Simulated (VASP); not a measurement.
# ZnS (P6_3mc) in VASP: further runs

ZnS is run at these levels: r2SCAN; tasks: single point.

Everything below comes from runs of VASP 6.6.1. Logs are shortened: lines on timing, memory, paths and dates and some standing lists are left out, and cuts for length are marked.

**The experiment to reproduce.**

A printed reference work, monograph reports, for a bulk crystal of ZnS at 4 K: band gap 3.911 eV (direct).

The runs below are set against these values where they give the same quantity.

**1. The cell of the first run**

Symmetry: P6_3mc, No. 186, hexagonal system. The conventional cell has a = 3.811 Å, b = 3.811 Å, c = 6.234 Å, α = 90.00°, β = 90.00°, γ = 120.00°. Zn (site symmetry 3m) has 4 S at 2.31 to 2.40 Å within 3.1 Å. S (site symmetry 3m) has 4 Zn at 2.31 to 2.40 Å within 3.1 Å.

**2. Single point, r2SCAN**

The input, POSCAR:

```
ZnS
1.0
    3.8109987816      0.0000000000      0.0000000000
   -1.9054993908      3.3004217586      0.0000000000
    0.0000000000      0.0000000000      6.2340000000
Zn S
2 2
Direct
    0.3333333333      0.6666666667      0.0000000000
    0.6666666667      0.3333333333      0.5000000000
    0.3333333333      0.6666666667      0.3850000000
    0.6666666667      0.3333333333      0.8850000000
```

The input, INCAR.step1:

```
SYSTEM = ZnS
ALGO = Normal
EDIFF = 1E-4
ENCUT = 520
GGA = PE
ISMEAR = 0
LASPH = .TRUE.
LCHARG = .FALSE.
LREAL = .FALSE.
LWAVE = .TRUE.
NBANDS = 26
NELM = 100
PREC = Accurate
SIGMA = 0.05
```

The input, INCAR.step2:

```
SYSTEM = ZnS
ALGO = Normal
EDIFF = 1E-7
ENCUT = 520
ISIF = 2
ISMEAR = 0
ISTART = 1
LASPH = .TRUE.
LCHARG = .FALSE.
LMIXTAU = .TRUE.
LREAL = .FALSE.
LWAVE = .FALSE.
METAGGA = R2SCAN
NBANDS = 26
NELM = 100
PREC = Accurate
SIGMA = 0.05
```

The input, KPOINTS:

```
k-points
0
G
  6 6 4
  0 0 0
```

Potentials or basis: VASP PAW PBE potentials, release 64 (Zn, S).

On the command line:

```
> cat potpaw_PBE.64/Zn/POTCAR potpaw_PBE.64/S/POTCAR > POTCAR
> cp INCAR.step1 INCAR
> mpirun -np 1 vasp_std > vasp.out
> cp INCAR.step2 INCAR
> mpirun -np 1 vasp_std > vasp.out
```

OUTCAR:

```text
SYSTEM = ZnS
   EDIFF = 1E-7
   ENCUT = 520
   ISIF = 2
   ISMEAR = 0
   ISTART = 1
   LASPH = .TRUE.
   LREAL = .FALSE.
   METAGGA = R2SCAN
   NELM = 100
   PREC = Accurate

 ion  position               nearest neighbor table
   1  0.333  0.667  0.000-   4 2.31   4 2.31   4 2.31   3 2.40
   2  0.667  0.333  0.500-   3 2.31   3 2.31   3 2.31   4 2.40
   3  0.333  0.667  0.385-   2 2.31   2 2.31   2 2.31   1 2.40
   4  0.667  0.333  0.885-   1 2.31   1 2.31   1 2.31   2 2.40

  LATTYP: Found a hexagonal cell.
 ALAT       =     3.8109987816
 C/A-ratio  =     1.6357916539

  Lattice vectors:

 A1 = (   3.8109987816,   0.0000000000,   0.0000000000)
 A2 = (  -1.9054993908,   3.3004217586,   0.0000000000)
 A3 = (   0.0000000000,   0.0000000000,   6.2340000000)

Analysis of symmetry for initial positions (statically):
=====================================================================
 Subroutine PRICEL returns:
 Original cell was already a primitive cell.

 Routine SETGRP: Setting up the symmetry group for a
 hexagonal supercell.

 Subroutine GETGRP returns: Found 12 space group operations
 (whereof  6 operations were pure point group operations)
 out of a pool of 24 trial point group operations.

The static configuration has the point symmetry C_3v.
 The point group associated with its full space group is C_6v.

Analysis of symmetry for dynamics (positions and initial velocities):
=====================================================================
 Subroutine PRICEL returns:
 Original cell was already a primitive cell.

 Routine SETGRP: Setting up the symmetry group for a
 hexagonal supercell.

 Subroutine GETGRP returns: Found 12 space group operations
 (whereof  6 operations were pure point group operations)
 out of a pool of 24 trial point group operations.

The dynamic configuration has the point symmetry C_3v.
 The point group associated with its full space group is C_6v.

 Subroutine INISYM returns: Found 12 space group operations
 (whereof  6 operations are pure point group operations),
 and found     1 'primitive' translations

----------------------------------------------------------------------------------------

                                     Primitive cell

  volume of cell :      78.4106

  direct lattice vectors                    reciprocal lattice vectors
     3.810998782  0.000000000  0.000000000     0.262398405  0.151495789  0.000000000
    -1.905499391  3.300421759  0.000000000     0.000000000  0.302991579  0.000000000
     0.000000000  0.000000000  6.234000000     0.000000000  0.000000000  0.160410651

  length of vectors
     3.810998782  3.810998782  6.234000000     0.302991579  0.302991579  0.160410651

  position of ions in fractional coordinates (direct lattice)
     0.333333333  0.666666667  0.000000000
     0.666666667  0.333333333  0.500000000
     0.333333333  0.666666667  0.385000000
     0.666666667  0.333333333  0.885000000

  ion indices of the primitive-cell ions
   primitive index   ion index
                 1           1
                 2           2
                 3           3
                 4           4

----------------------------------------------------------------------------------------

 KPOINTS: k-points

Automatic generation of k-mesh.
 Grid dimensions read from file:
 generate k-points for:    6    6    4

 Generating k-lattice:

  Cartesian coordinates                     Fractional coordinates (reciprocal lattice)
     0.043733067  0.025249298  0.000000000     0.166666667  0.000000000  0.000000000
     0.000000000  0.050498596  0.000000000     0.000000000  0.166666667  0.000000000
     0.000000000  0.000000000  0.040102663     0.000000000  0.000000000  0.250000000

  Length of vectors
     0.050498596  0.050498596  0.040102663

  Shift w.r.t. Gamma in fractional coordinates (k-lattice)
     0.000000000  0.000000000  0.000000000

 Subroutine IBZKPT returns following result:
 ===========================================

 Found     21 irreducible k-points:

 Following reciprocal coordinates:
            Coordinates               Weight
  0.000000  0.000000  0.000000      1.000000
  0.166667  0.000000  0.000000      6.000000
  0.333333  0.000000  0.000000      6.000000
  0.500000  0.000000  0.000000      3.000000
  0.166667  0.166667  0.000000      6.000000
  0.333333  0.166667  0.000000     12.000000
[... 13 lines left out ...]
  0.333333  0.166667  0.500000     12.000000
  0.333333  0.333333  0.500000      2.000000
   k-points           NKPTS =     21   k-points in BZ     NKDIM =     21   number of bands    NBANDS=     26
   number of dos      NEDOS =    301   number of ions     NIONS =      4
   total plane-waves  NPLWV =  37632
   dimension x,y,z NGX =    28 NGY =   28 NGZ =   48
   dimension x,y,z NGXF=    56 NGYF=   56 NGZF=   96
   ions per type =               2   2
   NGX,Y,Z   is equivalent  to a cutoff of  12.21, 12.21, 12.80 a.u.
   NGXF,Y,Z  is equivalent  to a cutoff of  24.43, 24.43, 25.60 a.u.
 SYSTEM =  ZnS
   PREC   = accura    normal or accurate (medium, high low for compatibility)
   ISTART =      1    job   : 0-new  1-cont  2-samecut
   ICHARG =      0    charge: 1-file 2-atom 10-const
   ISPIN  =      1    spin polarized calculation?
   LNONCOLLINEAR =      F non collinear calculations
   LSORBIT =      F    spin-orbit coupling
   LASPH  =      T    aspherical Exc in radial PAW
   ENCUT  =  520.0 eV  38.22 Ry    6.18 a.u.   7.09  7.09 11.59*2*pi/ulx,y,z
   NELM   =    100;   NELMIN=  2; NELMDL=  0     # of ELM steps
   EDIFF  = 0.1E-06   stopping-criterion for ELM
   LREAL  =      F    real-space projection
   EDIFFG = 0.1E-05   stopping-criterion for IOM
   NSW    =      0    number of steps for IOM
   IBRION =     -1    ionic relax: 0-MD 1-quasi-New 2-CG
   NFREE  =      0    steps in history (QN), initial steepest desc. (CG)
   ISIF   =      2    stress and relaxation
   ISYM   =      2    0-nonsym 1-usesym 2-fastsym
   POTIM  = 0.5000    time-step for ionic-motion
   TEBEG  =    0.0;   TEEND  =   0.0 temperature during run
   PSTRESS=    0.0 pullay stress
   NELECT =      36.0000    total number of electrons
   NUPDOWN=      -1.0000    fix difference up-down
   EMIN   =  10.00;   EMAX   =-10.00  energy-range for DOS
   EFERMI =   0.00;   METHOD = LEGACY
   ISMEAR =     0;   SIGMA  =   0.05  broadening in eV -4-tet -1-fermi 0-gaus
   EFERMI_NEDOS =   21; number of points for ismear=-14 and -15
   IALGO  =     38    algorithm
   IMIX   =      4    mixing-type and parameters
     AMIX     =   0.40;   BMIX     =  1.00
     AMIX_MAG =   1.60;   BMIX_MAG =  1.00
  volume/ion in A,a.u.               =      19.60       132.29
  Fermi-wavevector in a.u.,A,eV,Ry     =   1.262944  2.386617 21.701656  1.595027
  Thomas-Fermi vector in A             =   2.396326
   LORBIT       =      0    0 simple, 1 ext, 2 COOP (PROOUT), +10 PAW based schemes
   METAGGA = R2SCAN    functional components
   LHFCALC =     F    Hartree Fock is set to
   AEXX    =    0.0000 exact exchange contribution
   IVDW    =     0    specifies the selected vdW correction
   LEPSILON=     F    determine dielectric tensor
   LRPA    =     F    only Hartree local field effects (RPA)
 non-spin polarized calculation
 Gauss-broadening in eV      SIGMA  =   0.05
  energy-cutoff  :      520.00
  volume of cell :       78.41
 maximum number of plane-waves:      2133
   NGX = 15   NGY = 15   NGZ = 23

 number of electron      35.9999977 magnetization

 Free energy of the ion-electron system (eV)
  ---------------------------------------------------
  ext. energy  EPLUGINS =         0.00000000
  ---------------------------------------------------
  free energy    TOTEN  =       -37.69976157 eV

  energy without entropy =      -37.69976157  energy(sigma->0) =      -37.69976157

 E-fermi :   2.1072     XC(G=0): -10.3067

 val. band max:        1.8875087948   @ k =   0.0000   0.0000   0.0000
 cond. band min:       4.7136260177   @ k =   0.0000   0.0000   0.0000
 fundamental gap:      2.8261172229
 Fermi energy:         2.1071541846

 k-point     1 :       0.0000    0.0000    0.0000
  band No.  band energies     occupation
      1     -11.8409      2.00000
      2     -10.8996      2.00000
      3      -4.6417      2.00000
      4      -4.6417      2.00000
      5      -4.5714      2.00000
      6      -4.5713      2.00000
[... 18 lines left out ...]
     25      10.0489      0.00000
     26      11.7984      0.00000

 k-point     2 :       0.1667    0.0000    0.0000
  band No.  band energies     occupation
      1     -11.6516      2.00000
      2     -10.7937      2.00000
      3      -4.6504      2.00000
      4      -4.5971      2.00000
      5      -4.5570      2.00000
      6      -4.5160      2.00000
[... 18 lines left out ...]
     25      10.6297      0.00000
     26      10.9191      0.00000

 k-point     3 :       0.3333    0.0000    0.0000
  band No.  band energies     occupation
      1     -11.1983      2.00000
      2     -10.6025      2.00000
      3      -4.6222      2.00000
      4      -4.5198      2.00000
      5      -4.4973      2.00000
      6      -4.3872      2.00000
[... 18 lines left out ...]
     25      11.1175      0.00000
     26      12.2599      0.00000

 k-point     4 :       0.5000    0.0000    0.0000
  band No.  band energies     occupation
      1     -10.8866      2.00000
      2     -10.5591      2.00000
      3      -4.5938      2.00000
      4      -4.4905      2.00000
      5      -4.3527      2.00000
      6      -4.3218      2.00000
[... 18 lines left out ...]
     25      11.5246      0.00000
     26      13.9620      0.00000
[... 409 lines left out ...]
      1     -10.9987      2.00000
      2     -10.9987      2.00000
      3      -4.5874      2.00000
      4      -4.5874      2.00000
      5      -4.4987      2.00000
      6      -4.4987      2.00000
[... 18 lines left out ...]
     25      10.9299      0.00000
     26      10.9299      0.00000

 k-point    20 :       0.3333    0.1667    0.5000
  band No.  band energies     occupation
      1     -10.7184      2.00000
      2     -10.7184      2.00000
      3      -4.5236      2.00000
      4      -4.5236      2.00000
      5      -4.4088      2.00000
      6      -4.4088      2.00000
[... 18 lines left out ...]
     25      11.6013      0.00000
     26      11.6013      0.00000

 k-point    21 :       0.3333    0.3333    0.5000
  band No.  band energies     occupation
      1     -10.6223      2.00000
      2     -10.6223      2.00000
      3      -4.4288      2.00000
      4      -4.4288      2.00000
      5      -4.4283      2.00000
      6      -4.4283      2.00000
[... 18 lines left out ...]
     25      12.1583      0.00000
     26      12.1583      0.00000

------------------------ aborting loop because EDIFF is reached ----------------------------------------

  FORCE on cell =-STRESS in cart. coord.  units (eV):
  Direction    XX          YY          ZZ          XY          YZ          ZX
  --------------------------------------------------------------------------------------
  -------------------------------------------------------------------------------------
  Total        0.4077961      0.4077961     -0.5449919      0.0000000     -0.0000000      0.0000000
  in kB        8.3325623      8.3325623    -11.1359058      0.0000000     -0.0000000      0.0000000
  external PRESSURE =       1.8430729 kB  Pullay stress =       0.0000000 kB

 VOLUME and BASIS-vectors are now :
 -----------------------------------------------------------------------------
  energy-cutoff  :      520.00
  volume of cell :       78.41
      direct lattice vectors                 reciprocal lattice vectors
     3.810998782  0.000000000  0.000000000     0.262398405  0.151495789  0.000000000
    -1.905499391  3.300421759  0.000000000     0.000000000  0.302991579  0.000000000
     0.000000000  0.000000000  6.234000000     0.000000000  0.000000000  0.160410651

 POSITION                                       TOTAL-FORCE (eV/Angst)
 -----------------------------------------------------------------------------------
     -0.00000      2.20028      0.00000        -0.000000     -0.000000      0.319030
      1.90550      1.10014      3.11700         0.000000      0.000000      0.319030
     -0.00000      2.20028      2.40009        -0.000000      0.000000     -0.319030
      1.90550      1.10014      5.51709        -0.000000      0.000000     -0.319030
 -----------------------------------------------------------------------------------
    total drift:                               -0.000000      0.000000      0.004109

  FREE ENERGIE OF THE ION-ELECTRON SYSTEM (eV)
  ---------------------------------------------------
  free  energy   TOTEN  =       -37.6997615655 eV

  energy  without entropy=      -37.6997615655  energy(sigma->0) =      -37.69976157
```

Run time: 91 s. Hardware: 1 thread of AMD EPYC 9R45 (Zen 5), shared host; peak memory 0.18 GiB.

Results:

* Free energy: -37.6998 eV
* Pressure: 0.2 GPa
* Largest force: 0.319 eV/Å
* Band gap on the k mesh: 2.83 eV, direct

Forces on the atoms (eV/Å):
```
Zn   0.000  0.000  0.319
Zn   0.000  0.000  0.319
S    0.000  0.000 -0.319
S    0.000  0.000 -0.319
```

Caveat: the PAW data sets were made with another functional, which shifts forces and pressure a little.

**3. Single point, r2SCAN**

This run uses another cell than the first one: it holds 8 atoms, not 4.

The input, POSCAR:

```
ZnS
1.0
   -3.8109987816      0.0000000000      0.0000000000
   -1.9054993908     -3.3004217586      0.0000000000
    0.0000000000      0.0000000000     12.4680000000
Zn S
4 4
Direct
    0.3333333333      0.3333333333      0.0000000000
    0.3333333333      0.3333333333      0.5000000000
    0.6666666667      0.6666666667      0.2500000000
    0.6666666667      0.6666666667      0.7500000000
    0.3333333333      0.3333333333      0.1925000000
    0.3333333333      0.3333333333      0.6925000000
    0.6666666667      0.6666666667      0.4425000000
    0.6666666667      0.6666666667      0.9425000000
```

The input, INCAR.step1:

```
ALGO = Normal ; EDIFF = 1E-4
ENCUT = 520 ; GGA = PE
ISMEAR = 0 ; LASPH = True
LCHARG = False ; LREAL = False
LWAVE = True ; NBANDS = 46
NELM = 100 ; PREC = Accurate
SIGMA = 0.05
```

The input, INCAR.step2:

```
ALGO = Normal ; EDIFF = 1E-7
ENCUT = 520 ; ISIF = 2
ISMEAR = 0 ; ISTART = 1
LASPH = True ; LCHARG = False
LMIXTAU = True ; LREAL = False
LWAVE = False ; METAGGA = R2SCAN
NBANDS = 46 ; NELM = 100
PREC = Accurate ; SIGMA = 0.05
```

The input, KPOINTS:

```
k-points
0
Gamma
  7 7 2
```

Potentials or basis: VASP PAW PBE potentials, release 64 (Zn, S).

On the command line:

```
> cat potpaw_PBE.64/Zn/POTCAR potpaw_PBE.64/S/POTCAR > POTCAR
> cp INCAR.step1 INCAR
> mpirun -np 1 vasp_std > vasp.out
> cp INCAR.step2 INCAR
> mpirun -np 1 vasp_std > vasp.out
```

Wall time 5.4 min (1 thread of Intel Xeon 6975P-C, shared host); peak memory 0.33 GiB.

The run converged. Its results:

```
Free energy            : -75.4034 eV
Pressure               : 0.2 GPa
Largest force          : 0.318 eV/Å
Band gap on the k mesh : 2.83 eV
```

Forces on the atoms (eV/Å):
```
Zn   0.000  0.000  0.318
Zn   0.000  0.000  0.318
Zn   0.000  0.000  0.318
Zn   0.000  0.000  0.318
S    0.000  0.000 -0.318
S    0.000  0.000 -0.318
S    0.000  0.000 -0.318
S    0.000  0.000 -0.318
```

Stress tensor (GPa, compression positive):
```
 0.82  0.00  0.00
 0.00  0.82  0.00
 0.00  0.00 -1.10
```

Levels at points of the mesh, in eV from the valence-band top:
```
           k point  band 33  band 34  band 35  band 36  band 37  band 38  band 39  band 40
(0.00, 0.00, 0.00)    -0.46    -0.01    -0.01     0.00     2.83     3.51     4.06     4.06
(0.00, 0.00, 0.50)    -0.15    -0.15    -0.15    -0.15     3.68     3.68     3.68     3.68
```

Caveat: the PAW data sets were made with another functional, which shifts forces and pressure a little.

**4. Single point, r2SCAN**

The input, POSCAR:

```
ZnS
1.0
    3.8109987816      0.0000000000      0.0000000000
   -1.9054993908      3.3004217586      0.0000000000
    0.0000000000      0.0000000000      6.2340000000
Zn S
2 2
Direct
    0.3333333333      0.6666666667      0.0000000000
    0.6666666667      0.3333333333      0.5000000000
    0.3333333333      0.6666666667      0.3850000000
    0.6666666667      0.3333333333      0.8850000000
```

The input, INCAR.step1:

```
SYSTEM = ZnS
ALGO = Normal
EDIFF = 1E-4
ENCUT = 520
GGA = PE
ISMEAR = 0
LASPH = .TRUE.
LCHARG = .FALSE.
LREAL = .FALSE.
LWAVE = .TRUE.
NBANDS = 26
NELM = 80
PREC = Accurate
SIGMA = 0.05
```

The input, INCAR.step2:

```
SYSTEM = ZnS
ALGO = Normal
EDIFF = 1E-6
ENCUT = 520
ISIF = 2
ISMEAR = 0
ISTART = 1
LASPH = .TRUE.
LCHARG = .FALSE.
LMIXTAU = .TRUE.
LREAL = .FALSE.
LWAVE = .FALSE.
METAGGA = R2SCAN
NBANDS = 26
NELM = 80
PREC = Accurate
SIGMA = 0.05
```

The input, KPOINTS:

```
k-points
0
G
  12 12 4
  0 0 0
```

On the command line:

```
> cat potpaw_PBE.64/Zn/POTCAR potpaw_PBE.64/S/POTCAR > POTCAR
> cp INCAR.step1 INCAR
> mpirun -np 1 vasp_std > vasp.out
> cp INCAR.step2 INCAR
> mpirun -np 1 vasp_std > vasp.out
```

Run time: 5.4 min. Hardware: 1 thread of Intel Xeon Platinum 8259CL at 2.50GHz (Skylake/Cascade Lake), shared host; peak memory 0.25 GiB.

It converged, with:

| Quantity | Value |
| --- | --- |
| Free energy | -37.7024 eV |
| Pressure | 0.2 GPa |
| Largest force | 0.318 eV/Å |
| Band gap on the k mesh | 2.83 eV, direct |

Forces on the atoms (eV/Å):
```
Zn   0.000  0.000  0.318
Zn   0.000  0.000  0.318
S    0.000  0.000 -0.318
S    0.000  0.000 -0.318
```

Stress tensor (GPa, compression positive):
```
 0.83  0.00  0.00
 0.00  0.83  0.00
 0.00  0.00 -1.08
```

Levels at points of the mesh, in eV from the valence-band top:
```
           k point  band 16  band 17  band 18  band 19  band 20  band 21
(0.00, 0.00, 0.00)    -0.01    -0.01     0.00     2.83     3.51     6.79
(0.50, 0.00, 0.00)    -2.31    -1.59    -1.00     4.00     4.79     5.53
(0.00, 0.00, 0.50)    -0.46    -0.46    -0.46     4.06     4.06     7.22
(0.50, 0.00, 0.50)    -1.70    -1.57    -1.57     4.03     4.03     5.58
```

Caveat: the PAW data sets were made with another functional, which shifts forces and pressure a little.

**5. Overview**

| cell | k mesh | gap on the mesh (eV) | pressure (GPa) | largest force (eV/Å) |
| --- | --- | --- | --- | --- |
| a = 3.811, b = 3.811, c = 6.234 Å, angles 90.0, 90.0, 120.0°, 4 atoms | 6 × 6 × 4 | 2.83 | 0.2 | 0.32 |
| a = 3.811, b = 3.811, c = 12.468 Å, angles 90.0, 90.0, 60.0°, 8 atoms | 7 × 7 × 2 | 2.83 | 0.2 | 0.32 |
| a = 3.811, b = 3.811, c = 6.234 Å, angles 90.0, 90.0, 120.0°, 4 atoms | 12 × 12 × 4 | 2.83 | 0.2 | 0.32 |

Alike in all rows: task single point; level r2SCAN; potentials or basis VASP PAW PBE potentials, release 64 (Zn, S); no spin polarisation; cutoff (eV) 520; smearing gaussian 0.05 eV.

Caveats: the PAW data sets were made with another functional, which shifts forces and pressure a little.

Absolute energies hang on the potentials; compare differences alone.

**6. Against experiment**

Step 2. A measured gap of ZnS is 3.911 eV (direct; 4 K; a printed reference work, monograph); the calculated 2.83 eV misses it by -1.08 eV. The value is that of r2SCAN, without temperature or zero-point motion.

Step 4. Measured gap of ZnS: 3.911 eV (direct; 4 K; a printed reference work, monograph). This calculation gives 2.83 eV (-1.08 eV). The value is that of r2SCAN on a finite k mesh, which can miss the band edges, without temperature or zero-point motion.
